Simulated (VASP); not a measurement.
# As2Pt (Sperrylite): what each functional gives, and what it costs, part 2 of 2

Wanted: bands and gap of As2Pt (Sperrylite) from one functional after another. The start is a cell from a database of measured crystal structures.

VASP 6.6.1, plane waves and PAW; the level of theory is named at each step.

So far, least gap on mesh and path (eV): step 2 (bands, level LDA, k 3×3×3) 0.222; step 4 (bands, level PBE, k 3×3×3) 0.256; step 5 (bands, level TB-mBJ, k 3×3×3) 0.469; step 6 (bands, level AM05, k 3×3×3) 0.244; step 8 (bands, level HSE06, k 3×3×3) 0.761.

## 9. Bands with PBE + SOC

This step: PBE, spin-orbit coupling; plane waves and PAW (As, Pt) (VASP 6.6.1).

Spin-orbit coupling needs spinors and the noncollinear program, where each band holds one electron.

The input, INCAR:

```
SYSTEM = As2Pt
PREC = Accurate
ENCUT = 400
EDIFF = 1E-06
NELM = 100
ISMEAR = 0
SIGMA = 0.02
LREAL = .FALSE.
ALGO = Normal
GGA = PE
LNONCOLLINEAR = .TRUE.
MAGMOM = 0 0 0 0 0 0 0 0 0 0 0 0 0 0 0 0 0 0 0 0 0 0 0 0 0 0 0 0 0 0 0 0 0 0 0 0
NBANDS = 104
GGA_COMPAT = .FALSE.
LASPH = .TRUE.
LSORBIT = .TRUE.
LMAXMIX = 4
LORBIT = 11
LWAVE = .FALSE.
LCHARG = .FALSE.
KPAR = 2
NCORE = 4
```

The input, POSCAR:

```
As2Pt
1.0
    5.9665000000      0.0000000000      0.0000000000
    0.0000000000      5.9665000000      0.0000000000
    0.0000000000      0.0000000000      5.9665000000
As Pt
8 4
Direct
    0.3830000000      0.3830000000      0.3830000000
    0.1170000000      0.6170000000      0.8830000000
    0.8830000000      0.1170000000      0.6170000000
    0.6170000000      0.8830000000      0.1170000000
    0.6170000000      0.6170000000      0.6170000000
    0.8830000000      0.3830000000      0.1170000000
    0.1170000000      0.8830000000      0.3830000000
    0.3830000000      0.1170000000      0.8830000000
    0.0000000000      0.0000000000      0.0000000000
    0.5000000000      0.0000000000      0.5000000000
    0.5000000000      0.5000000000      0.0000000000
    0.0000000000      0.5000000000      0.5000000000
```

The input, KPOINTS:

```
Automatic mesh
0
Gamma
3 3 3
0 0 0
```

The input, KPOINTS_OPT:

```
Line mode
12
Line-mode
Reciprocal
  0.00000000   0.00000000   0.00000000 GAMMA
  0.00000000   0.50000000   0.00000000 X

  0.00000000   0.50000000   0.00000000 X
  0.50000000   0.50000000   0.00000000 M

  0.50000000   0.50000000   0.00000000 M
  0.00000000   0.00000000   0.00000000 GAMMA

  0.00000000   0.00000000   0.00000000 GAMMA
  0.50000000   0.50000000   0.50000000 R

  0.50000000   0.50000000   0.50000000 R
  0.00000000   0.50000000   0.00000000 X

  0.50000000   0.50000000   0.00000000 M
  0.50000000   0.50000000   0.50000000 R
```

PAW data sets: As and Pt (PBE family, release 64).

On the command line:

```bash
$ mpirun -np 8 vasp_ncl
```

Elapsed: 3.8 min, on 8 MPI ranks of Intel Xeon Platinum 8488C (Sapphire Rapids), shared host; peak memory 2.4 GiB; 30 min of CPU time.

At this level the cell is under a pressure of 7.0 GPa, so at these settings it is away from equilibrium.

The electronic bands at the labelled points (eV, zero at the valence-band top; v1 is the highest filled band, c1 the lowest empty one):

| point | v4 | v3 | v2 | v1 | c1 | c2 | c3 | c4 |
| --- | --- | --- | --- | --- | --- | --- | --- | --- |
| Γ | -0.87 | -0.87 | -0.87 | -0.87 | 0.64 | 0.64 | 0.64 | 0.64 |
| 0.45 of the way | -0.93 | -0.93 | -0.25 | -0.25 | 0.73 | 0.73 | 0.82 | 0.82 |
| X | -0.86 | -0.86 | -0.86 | -0.86 | 1.46 | 1.46 | 1.46 | 1.46 |
| 0.55 of the way | -0.60 | -0.60 | -0.60 | -0.60 | 1.38 | 1.38 | 1.38 | 1.38 |
| M | -0.57 | -0.57 | -0.57 | -0.57 | 1.91 | 1.91 | 1.91 | 1.91 |
| 0.55 of the way | -0.74 | -0.74 | -0.40 | -0.40 | 0.81 | 0.81 | 1.04 | 1.04 |
| Γ | -0.87 | -0.87 | -0.87 | -0.87 | 0.64 | 0.64 | 0.64 | 0.64 |
| 0.45 of the way | -0.70 | -0.70 | -0.64 | -0.64 | 0.93 | 0.93 | 1.54 | 1.54 |
| R | -0.70 | -0.70 | -0.70 | -0.70 | 0.25 | 0.25 | 0.25 | 0.25 |
| 0.45 of the way | -0.71 | -0.71 | -0.69 | -0.69 | 1.19 | 1.19 | 1.22 | 1.22 |
| X | -0.86 | -0.86 | -0.86 | -0.86 | 1.46 | 1.46 | 1.46 | 1.46 |
| jump to M | -0.57 | -0.57 | -0.57 | -0.57 | 1.91 | 1.91 | 1.91 | 1.91 |
| 0.45 of the way | -0.71 | -0.71 | -0.67 | -0.67 | 1.22 | 1.22 | 1.24 | 1.24 |
| R | -0.70 | -0.70 | -0.70 | -0.70 | 0.25 | 0.25 | 0.25 | 0.25 |

Of the projections kept (As, Pt), the largest for each band there; the rest of the weight can lie on other orbitals:

| point | v4 | v3 | v2 | v1 | c1 | c2 | c3 | c4 |
| --- | --- | --- | --- | --- | --- | --- | --- | --- |
| Γ | As 0.78 | As 0.78 | As 0.78 | As 0.78 | Pt 0.68 | Pt 0.68 | Pt 0.68 | Pt 0.68 |
| X | As 0.64 | As 0.64 | As 0.64 | As 0.64 | Pt 0.60 | Pt 0.60 | Pt 0.60 | Pt 0.60 |
| M | As 0.50 | As 0.50 | As 0.50 | As 0.50 | As 0.54 | As 0.54 | As 0.54 | As 0.54 |
| Γ | As 0.78 | As 0.78 | As 0.78 | As 0.78 | Pt 0.68 | Pt 0.68 | Pt 0.68 | Pt 0.68 |
| R | As 0.71 | As 0.71 | As 0.71 | As 0.71 | Pt 0.69 | Pt 0.69 | Pt 0.69 | Pt 0.69 |
| X | As 0.64 | As 0.64 | As 0.64 | As 0.64 | Pt 0.60 | Pt 0.60 | Pt 0.60 | Pt 0.60 |

The gap is 0.25 eV, indirect. That is the gap of PBE again; this run took 4.7 times the core time.

## 10. Bands with TB-mBJ + SOC

This step: TB-mBJ, spin-orbit coupling; plane waves and PAW (As, Pt) (VASP 6.6.1).

INCAR: that of step 9 with these lines changed.

```diff
@@ -4,3 +4,3 @@
 EDIFF = 1E-06
-NELM = 100
+NELM = 150
 ISMEAR = 0
@@ -9,3 +9,4 @@
 ALGO = Normal
-GGA = PE
+METAGGA = MBJ
+LASPH = .TRUE.
 LNONCOLLINEAR = .TRUE.
@@ -14,3 +15,2 @@
 GGA_COMPAT = .FALSE.
-LASPH = .TRUE.
 LSORBIT = .TRUE.
```

POSCAR is that of step 9.

KPOINTS is that of step 9.

KPOINTS_OPT is that of step 9.

On the command line:

```bash
$ mpirun -np 8 vasp_ncl
```

The job ended after 5.1 min (8 MPI ranks; peak memory 2.7 GiB).

The electronic bands at the labelled points (eV, zero at the valence-band top; v1 is the highest filled band, c1 the lowest empty one):

| point | v4 | v3 | v2 | v1 | c1 | c2 | c3 | c4 |
| --- | --- | --- | --- | --- | --- | --- | --- | --- |
| Γ | -0.79 | -0.79 | -0.79 | -0.79 | 0.78 | 0.78 | 0.78 | 0.78 |
| 0.45 of the way | -0.91 | -0.91 | -0.27 | -0.27 | 0.90 | 0.90 | 0.98 | 0.98 |
| X | -0.93 | -0.93 | -0.93 | -0.93 | 1.64 | 1.64 | 1.64 | 1.64 |
| 0.55 of the way | -0.58 | -0.58 | -0.58 | -0.58 | 1.59 | 1.59 | 1.59 | 1.59 |
| M | -0.56 | -0.56 | -0.56 | -0.56 | 2.09 | 2.09 | 2.09 | 2.09 |
| 0.55 of the way | -0.76 | -0.76 | -0.36 | -0.36 | 1.00 | 1.00 | 1.20 | 1.20 |
| Γ | -0.79 | -0.79 | -0.79 | -0.79 | 0.78 | 0.78 | 0.78 | 0.78 |
| 0.45 of the way | -0.69 | -0.69 | -0.61 | -0.61 | 1.09 | 1.09 | 1.72 | 1.72 |
| R | -0.66 | -0.66 | -0.66 | -0.66 | 0.46 | 0.46 | 0.46 | 0.46 |
| 0.45 of the way | -0.69 | -0.69 | -0.68 | -0.68 | 1.37 | 1.37 | 1.40 | 1.40 |
| X | -0.93 | -0.93 | -0.93 | -0.93 | 1.64 | 1.64 | 1.64 | 1.64 |
| jump to M | -0.56 | -0.56 | -0.56 | -0.56 | 2.09 | 2.09 | 2.09 | 2.09 |
| 0.45 of the way | -0.69 | -0.69 | -0.66 | -0.66 | 1.41 | 1.41 | 1.43 | 1.43 |
| R | -0.66 | -0.66 | -0.66 | -0.66 | 0.46 | 0.46 | 0.46 | 0.46 |

Of the projections kept (As, Pt), the largest for each band there; the rest of the weight can lie on other orbitals:

| point | v4 | v3 | v2 | v1 | c1 | c2 | c3 | c4 |
| --- | --- | --- | --- | --- | --- | --- | --- | --- |
| Γ | As 0.79 | As 0.79 | As 0.79 | As 0.79 | Pt 0.67 | Pt 0.67 | Pt 0.67 | Pt 0.67 |
| X | As 0.66 | As 0.66 | As 0.66 | As 0.66 | Pt 0.59 | Pt 0.59 | Pt 0.59 | Pt 0.59 |
| M | As 0.53 | As 0.53 | As 0.53 | As 0.53 | As 0.54 | As 0.54 | As 0.54 | As 0.54 |
| Γ | As 0.79 | As 0.79 | As 0.79 | As 0.79 | Pt 0.67 | Pt 0.67 | Pt 0.67 | Pt 0.67 |
| R | As 0.72 | As 0.72 | As 0.72 | As 0.72 | Pt 0.67 | Pt 0.67 | Pt 0.67 | Pt 0.67 |
| X | As 0.66 | As 0.66 | As 0.66 | As 0.66 | Pt 0.59 | Pt 0.59 | Pt 0.59 | Pt 0.59 |

The gap is 0.46 eV, indirect. That is the gap of TB-mBJ again; this run took 3.5 times the core time.

## 11. The ladder as a table

This step: ladder of functionals on one cell; plane waves and PAW (VASP 6.6.1).

No new run; the numbers come from the runs before.

A gap of 0 means none; cost is the wall time of each run, as given at its step, times its ranks, without the set-up around it. Results by level, by row:

| level | gap (eV) | least direct gap (eV) | pressure (GPa) | cost (core minutes) |
| --- | --- | --- | --- | --- |
| LDA | 0.222 | 1.006 | -0.7 | 6.93 |
| PBEsol | 0.245 | 1.009 | 1.34 | 6 |
| PBE | 0.256 | 1.027 | 7.07 | 6.53 |
| TB-mBJ | 0.469 | 1.214 | - | 11.5 |
| AM05 | 0.244 | 1.01 | 0.52 | 7.73 |
| HSE06 | 0.761 | 1.504 | - | 303 |
| PBE + SOC | 0.253 | 0.95 | 7.05 | 30.7 |
| TB-mBJ + SOC | 0.464 | 1.127 | - | 40.5 |

## 12. Summary of results

- gap, LDA: 0.222 eV
- gap, PBEsol: 0.245 eV
- gap, PBE: 0.256 eV
- gap, TB-mBJ: 0.469 eV
- gap, AM05: 0.244 eV
- gap, HSE06: 0.761 eV
- gap, PBE + SOC: 0.253 eV
- gap, TB-mBJ + SOC: 0.464 eV

For As2Pt (Sperrylite), without spin-orbit coupling, the functional decides between a gap of 0.222 eV (LDA) and 0.761 eV (HSE06), while across these levels the cost spans a factor of 50. HSE06 moves the gap by +0.50 eV from PBE, at about 46 times the core time, though on fewer points of the path. Spin-orbit coupling changes the PBE gap by -0.00 eV. Adding the spin-orbit shift of PBE (-0.00 eV) to levels run without it gives estimates of 0.76 eV for HSE06; the shift need not carry over unchanged. TB-mBJ lands -0.29 eV from HSE06 at 3.8 % of its cost. All levels use one geometry and one mesh, kept coarse to afford the hybrids, so no gap here is fully converged. Costs come from a shared host, and the hybrids use PRECFOCK = Fast. These are single-particle gaps of a static lattice, without excitons or temperature.

[Lines on the potential files, build, host, timing and source positions are cut from VASP's logs without a mark.]

[Logs are printed without paths, hosts, clocks, repeated set-up lines and the standing remarks that a program may print on its own settings, such as how far it seeks lower states.]

[Hosts, paths, dates, database ids (printed as entryN), source tags and the programs' standing remarks are cut or masked in the printed files.]

[A measured line is paired with the nearest computed mode of its activity, which favours agreement.]

[In band tables of VASP the shares of atoms and orbitals are scaled to a sum of 1 inside the atoms' spheres.]
